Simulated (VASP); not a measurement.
# Si48H18O in VASP: settings compared

One slab, Si48H18O, is run at these levels: PBE+D3(BJ), optB86b-vdW, rev-vdW-DF2; tasks: single point.

Program: VASP 6.6.1. These are calculated values, not measurements. Logs are shortened: lines on timing, memory, paths and dates and some standing lists are left out, and cuts for length are marked.

## (1) Starting point

The cell holds a slab with vacuum, 67 atoms: a = 10.862 Å, b = 10.862 Å, c = 23.428 Å, α = 90.00°, β = 90.00°, γ = 90.00°.

The cell was built by a generator and needn't be a form met in nature.

## (2) Single point, PBE+D3(BJ)

INCAR reads:

```
ALGO     = Fast           # electronic algorithm
EDIFF    = 1E-6           # SCF threshold, eV
ENCUT    = 400            # plane-wave cutoff, eV
GGA      = PE             # functional
ISIF     = 2              # what is computed and relaxed
ISMEAR   = 0              # smearing method
ISYM     = 0            
IVDW     = 12             # dispersion correction
LASPH    = True           # aspherical terms in the spheres
LCHARG   = False          # write CHGCAR
LREAL    = Auto         
LWAVE    = False          # write WAVECAR
NBANDS   = 147            # bands
NELM     = 80             # most SCF steps
PREC     = Accurate       # precision mode
SIGMA    = 0.03           # smearing width, eV
```

KPOINTS reads:

```
k-points
0
Gamma
  1 1 1
```

POSCAR reads:

```
Si48H18O
1.0
    7.6805938572      7.6805938572      0.0000000000
   -7.6805938572      7.6805938572      0.0000000000
    0.0000000000      0.0000000000     23.4276500000
Si H O
48 18 1
Direct
    0.6851000000      0.3115000000      0.4098000000
    0.8145000000      0.6869000000      0.4092000000
    0.0396000000      0.9613000000      0.4413000000
    0.3115000000      0.1837000000      0.4090000000
    0.9585000000      0.5401000000      0.4390000000
    0.1937000000      0.8113000000      0.4169000000
    0.4546000000      0.0330000000      0.4385000000
    0.5406000000      0.4584000000      0.4382000000
    0.8742000000      0.3885000000      0.3770000000
    0.8902000000      0.8759000000      0.3785000000
    0.1229000000      0.1100000000      0.3772000000
    0.3884000000      0.3732000000      0.3772000000
    0.1139000000      0.6263000000      0.3797000000
    0.3704000000      0.8894000000      0.3717000000
    0.6099000000      0.1206000000      0.3790000000
    0.6246000000      0.6114000000      0.3768000000
    0.9995000000      0.2500000000      0.3246000000
    0.0040000000      0.7500000000      0.3140000000
    0.2490000000      0.0034000000      0.3097000000
    0.5011000000      0.2480000000      0.3127000000
    0.2496000000      0.5000000000      0.3254000000
    0.5000000000      0.7495000000      0.3235000000
    0.7502000000      0.9989000000      0.3252000000
    0.7506000000      0.5010000000      0.3121000000
    0.8723000000      0.1268000000      0.2650000000
    0.8791000000      0.6254000000      0.2573000000
    0.1230000000      0.8768000000      0.2558000000
    0.3769000000      0.1254000000      0.2552000000
    0.1263000000      0.3735000000      0.2650000000
    0.3728000000      0.6258000000      0.2646000000
    0.6278000000      0.8732000000      0.2645000000
    0.6242000000      0.3761000000      0.2568000000
    0.7510000000      0.2487000000      0.2024000000
    0.7501000000      0.7508000000      0.2026000000
    0.9950000000      0.0042000000      0.2026000000
    0.2484000000      0.2525000000      0.2021000000
    0.0038000000      0.4965000000      0.2029000000
    0.2512000000      0.7488000000      0.2024000000
    0.5041000000      0.9958000000      0.2026000000
    0.4962000000      0.5031000000      0.2029000000
    0.8750000000      0.3750000000      0.1455000000
    0.8750000000      0.8750000000      0.1455000000
    0.1250000000      0.1250000000      0.1455000000
    0.3750000000      0.3750000000      0.1455000000
    0.1250000000      0.6250000000      0.1455000000
    0.3750000000      0.8750000000      0.1455000000
    0.6250000000      0.1250000000      0.1455000000
    0.6250000000      0.6250000000      0.1455000000
    0.9516000000      0.2984000000      0.1067000000
    0.7984000000      0.4516000000      0.1067000000
    0.9516000000      0.7984000000      0.1067000000
    0.7984000000      0.9516000000      0.1067000000
    0.2016000000      0.0484000000      0.1067000000
    0.0484000000      0.2016000000      0.1067000000
    0.4516000000      0.2984000000      0.1067000000
    0.2984000000      0.4516000000      0.1067000000
    0.2016000000      0.5484000000      0.1067000000
    0.0484000000      0.7016000000      0.1067000000
    0.4516000000      0.7984000000      0.1067000000
    0.2984000000      0.9516000000      0.1067000000
    0.7016000000      0.0484000000      0.1067000000
    0.5484000000      0.2016000000      0.1067000000
    0.7016000000      0.5484000000      0.1067000000
    0.5484000000      0.7016000000      0.1067000000
    0.3411000000      0.8595000000      0.4923000000
    0.2096000000      0.8399000000      0.5196000000
    0.2700000000      0.8007000000      0.4942000000
```

Potentials or basis: VASP PAW PBE potentials, release 64 (Si, H, O).

Command:

```console
cat potpaw_PBE.64/Si/POTCAR potpaw_PBE.64/H/POTCAR potpaw_PBE.64/O/POTCAR > POTCAR
mpirun -np 8 vasp_gam > vasp.out
```

OUTCAR:

```text
EDIFF = 1E-6
   ENCUT = 400
   GGA = PE
   ISIF = 2
   ISMEAR = 0
   ISYM = 0
   IVDW = 12
   LASPH = True
   LREAL = Auto
   NELM = 80
   PREC = Accurate
 IVDW          = 12

 ion  position               nearest neighbor table
   1  0.685  0.312  0.410-   8 2.34  15 2.34   9 2.35  20 3.11
   2  0.815  0.687  0.409-  10 2.33   5 2.34  16 2.35  18 3.11  24 3.12
   3  0.040  0.961  0.441-  10 2.38  11 2.38   6 2.40
   4  0.312  0.184  0.409-  11 2.32  12 2.34   7 2.36  19 3.12  20 3.13
   5  0.959  0.540  0.439-   2 2.34  13 2.38   9 2.38
   6  0.194  0.811  0.417-  67 1.99  14 2.35  13 2.36   3 2.40
   7  0.455  0.033  0.438-   4 2.36  15 2.39  14 2.39
   8  0.541  0.458  0.438-   1 2.34  12 2.37  16 2.38
   9  0.874  0.389  0.377-   1 2.35  24 2.37  17 2.37   5 2.38
  10  0.890  0.876  0.379-   2 2.33  23 2.38   3 2.38  18 2.38
  11  0.123  0.110  0.377-   4 2.32  17 2.37   3 2.38  19 2.39
  12  0.388  0.373  0.377-   4 2.34  20 2.37   8 2.37  21 2.38
  13  0.114  0.626  0.380-   6 2.36  18 2.37   5 2.38  21 2.38
  14  0.370  0.889  0.372-  19 2.32   6 2.35  22 2.36   7 2.39
  15  0.610  0.121  0.379-   1 2.34  23 2.38   7 2.39  20 2.39
  16  0.625  0.611  0.377-   2 2.35  24 2.37  22 2.38   8 2.38
  17  0.999  0.250  0.325-   9 2.37  11 2.37  29 2.38  25 2.38
  18  0.004  0.750  0.314-  27 2.33  26 2.33  13 2.37  10 2.38   2 3.11
  19  0.249  0.003  0.310-  28 2.31  27 2.31  14 2.32  11 2.39   4 3.12
  20  0.501  0.248  0.313-  28 2.33  32 2.33  12 2.37  15 2.39   1 3.11   4 3.13
  21  0.250  0.500  0.325-  12 2.38  13 2.38  29 2.38  30 2.38
  22  0.500  0.749  0.324-  14 2.36  30 2.37  16 2.38  31 2.38
  23  0.750  0.999  0.325-  31 2.38  10 2.38  15 2.38  25 2.38
  24  0.751  0.501  0.312-  32 2.32  26 2.33   9 2.37  16 2.37   2 3.12
  25  0.872  0.127  0.265-  33 2.37  17 2.38  23 2.38  35 2.38
  26  0.879  0.625  0.257-  37 2.33  24 2.33  18 2.33  34 2.34
  27  0.123  0.877  0.256-  19 2.31  35 2.32  18 2.33  38 2.33
  28  0.377  0.125  0.255-  19 2.31  36 2.32  20 2.33  39 2.33
  29  0.126  0.373  0.265-  17 2.38  36 2.38  37 2.38  21 2.38
  30  0.373  0.626  0.265-  22 2.37  38 2.38  40 2.38  21 2.38
[... 23 lines left out ...]
  54  0.048  0.202  0.107-  43 1.49
[... 10 lines left out ...]
  65  0.341  0.859  0.492-  67 1.00
  66  0.210  0.840  0.520-  67 0.98
  67  0.270  0.801  0.494-  66 0.98  65 1.00   6 1.99

IMPORTANT INFORMATION: All symmetrisations will be switched off!
NOSYMM: (Re-)initialisation of all symmetry stuff for point group C_1.

----------------------------------------------------------------------------------------

                                     Primitive cell

  volume of cell :    2764.0655

  direct lattice vectors                    reciprocal lattice vectors
     7.680593857  7.680593857  0.000000000     0.065099133  0.065099133  0.000000000
    -7.680593857  7.680593857  0.000000000    -0.065099133  0.065099133  0.000000000
[... 206 lines left out ...]
   ISMEAR =     0;   SIGMA  =   0.03  broadening in eV -4-tet -1-fermi 0-gaus
   EFERMI_NEDOS =   21; number of points for ismear=-14 and -15
   IALGO  =     68    algorithm
   IMIX   =      4    mixing-type and parameters
     AMIX     =   0.40;   BMIX     =  1.00
     AMIX_MAG =   1.60;   BMIX_MAG =  1.00
  volume/ion in A,a.u.               =      41.25       278.40
  Fermi-wavevector in a.u.,A,eV,Ry     =   0.699912  1.322641  6.665175  0.489877
  Thomas-Fermi vector in A             =   1.783921
   LORBIT       =      0    0 simple, 1 ext, 2 COOP (PROOUT), +10 PAW based schemes
   GGA     = PE    functional components
   LHFCALC =     F    Hartree Fock is set to
   AEXX    =    0.0000 exact exchange contribution
   IVDW    =    12    specifies the selected vdW correction
   LEPSILON=     F    determine dielectric tensor
   LRPA    =     F    only Hartree local field effects (RPA)
 non-spin polarized calculation
 RMM-DIIS sequential band-by-band and
 Gauss-broadening in eV      SIGMA  =   0.03
  energy-cutoff  :      400.00
  volume of cell :     2764.07
 maximum number of plane-waves:     25105
 NGX is ok and might be reduce to    70
   NGX = 35   NGY = 35   NGZ = 77

 number of electron     215.9999959 magnetization

 Free energy of the ion-electron system (eV)
  ---------------------------------------------------
  ext. energy  EPLUGINS =         0.00000000
  ---------------------------------------------------
  free energy    TOTEN  =      -314.60891799 eV

  energy without entropy =     -314.60891799  energy(sigma->0) =     -314.60891799

 E-fermi :  -0.9365     XC(G=0):  -4.1609

 val. band max:       -1.0771748239   @ k =   0.0000   0.0000   0.0000
 cond. band min:      -0.6333934647   @ k =   0.0000   0.0000   0.0000
 fundamental gap:      0.4437813592
 Fermi energy:        -0.9364960102

 k-point     1 :       0.0000    0.0000    0.0000
  band No.  band energies     occupation
      1     -24.2692      2.00000
      2     -12.5381      2.00000
      3     -11.8743      2.00000
      4     -11.6771      2.00000
      5     -11.6686      2.00000
      6     -11.6441      2.00000
[... 112 lines left out ...]
    119       1.1036      0.00000
    120       1.1199      0.00000
 [bands above 120 left out]

------------------------ aborting loop because EDIFF is reached ----------------------------------------

 Edisp (eV)  -12.70713

 E8    (eV) :    -5.2936

  FORCE on cell =-STRESS in cart. coord.  units (eV):
  Direction    XX          YY          ZZ          XY          YZ          ZX
  --------------------------------------------------------------------------------------
  -------------------------------------------------------------------------------------
  Total      15.29724     2.18998    -2.53343    -0.11469    -0.07508    -0.07578
  in kB       8.86697     1.26941    -1.46849    -0.06648    -0.04352    -0.04392
  external pressure =        2.89 kB  Pullay stress =        0.00 kB

 VOLUME and BASIS-vectors are now :
 -----------------------------------------------------------------------------
  energy-cutoff  :      400.00
  volume of cell :     2764.07
      direct lattice vectors                 reciprocal lattice vectors
     7.680593857  7.680593857  0.000000000     0.065099133  0.065099133  0.000000000
    -7.680593857  7.680593857  0.000000000    -0.065099133  0.065099133  0.000000000
     0.000000000  0.000000000 23.427650000     0.000000000  0.000000000  0.042684606

 POSITION                                       TOTAL-FORCE (eV/Angst)
 -----------------------------------------------------------------------------------
      2.86947      7.65448      9.60065         0.004222      0.009554     -0.003806
      0.98004     11.53164      9.58659         0.001910     -0.004022     -0.003605
     -7.07920      7.68751     10.33862         0.002443      0.000433     -0.001279
      0.98158      3.80343      9.58191         0.003379     -0.001301      0.002035
      3.21356     11.51014     10.28474         0.000616     -0.002567     -0.001988
     -4.74353      7.71900      9.76699         0.015571     -0.007823     -0.004324
[... 59 lines left out ...]
     -4.84108      8.06078     12.17301        -0.106819     -0.070739      0.113475
     -4.07609      8.22361     11.57794         0.037028     -0.045324     -0.080563
 -----------------------------------------------------------------------------------
    total drift:                                0.002891      0.002170     -0.028458

  FREE ENERGIE OF THE ION-ELECTRON SYSTEM (eV)
  ---------------------------------------------------
  free  energy   TOTEN  =      -327.3160498791 eV

  energy  without entropy=     -327.3160498791  energy(sigma->0) =     -327.31604988
```

Run time: 1.8 min. Hardware: 8 MPI ranks of Intel Xeon Platinum 8559C (Emerald Rapids), shared host; peak memory 0.45 GiB.

Results:

```yaml
Free_energy: -327.3160 eV
Largest_force: 0.374 eV/Å
Band_gap_on_the_k_mesh: 0.44 eV, direct
Dispersion_energy_per_atom: -0.190 eV
```

Forces in eV/Å, atoms in the order of the input:
```
Si   0.004  0.010 -0.004
Si   0.002 -0.004 -0.004
Si   0.002  0.000 -0.001
Si   0.003 -0.001  0.002
Si   0.001 -0.003 -0.002
Si   0.016 -0.008 -0.004
Si  -0.001  0.001 -0.001
Si  -0.002 -0.004  0.004
Si  -0.004 -0.009 -0.009
Si   0.004 -0.003 -0.006
Si   0.002  0.001 -0.011
Si   0.003  0.001 -0.011
Si  -0.001  0.003 -0.015
Si  -0.004 -0.002 -0.022
Si  -0.001 -0.001 -0.002
Si   0.002  0.005 -0.013
Si   0.000  0.002  0.010
Si  -0.001 -0.003  0.002
Si   0.006 -0.014  0.018
Si  -0.004  0.005  0.011
Si  -0.008 -0.003 -0.001
Si  -0.004  0.011  0.006
Si  -0.001  0.006  0.001
Si  -0.001  0.007  0.008
Si   0.001 -0.005  0.002
Si  -0.006  0.001  0.000
Si   0.002  0.007  0.010
Si  -0.005  0.007 -0.020
Si   0.010  0.007  0.003
Si   0.000 -0.004  0.004
Si   0.009 -0.012  0.000
Si   0.012 -0.004  0.003
Si  -0.005  0.007  0.006
Si   0.000  0.000  0.013
Si   0.003  0.003 -0.006
Si   0.003 -0.008  0.015
Si  -0.005  0.004 -0.006
Si  -0.004 -0.008  0.002
Si  -0.010  0.005 -0.005
Si  -0.005 -0.007 -0.016
Si   0.281  0.012 -0.013
Si  -0.328 -0.018 -0.122
Si  -0.336 -0.012 -0.033
Si  -0.347  0.036 -0.137
Si   0.306 -0.022 -0.060
Si   0.330 -0.002 -0.073
Si   0.317 -0.014 -0.083
Si  -0.238  0.005  0.034
H   -0.271 -0.018 -0.006
H    0.249  0.024  0.080
H   -0.249  0.045  0.079
H    0.278 -0.043 -0.024
H   -0.248 -0.032  0.088
H    0.277  0.022 -0.024
H   -0.246  0.013  0.081
H    0.285  0.009 -0.026
H   -0.278  0.030 -0.015
H    0.251 -0.029  0.077
H   -0.287 -0.031 -0.022
H    0.251  0.028  0.081
H   -0.274  0.034 -0.017
H    0.248 -0.029  0.080
H   -0.251 -0.034  0.074
H    0.276  0.032  0.005
H    0.057  0.123 -0.020
H   -0.107 -0.071  0.113
O    0.037 -0.045 -0.081
```

Levels at points of the mesh, in eV from the valence-band top:
```csv
k point,band 104,band 105,band 106,band 107,band 108,band 109,band 110,band 111,band 112,band 113
"(0.00, 0.00, 0.00)",-0.44,-0.28,-0.22,-0.06,0.00,0.44,1.13,1.21,1.28,1.29
```

Caveat: the cutoff is under 1.25 times the usual one of these potentials, so pressure, stress and relaxed cells hold a basis-set (Pulay) error. Expect the measured gap to be larger: semilocal functionals such as PBE lack the derivative discontinuity.

(Part 1 of 2 ends here.)
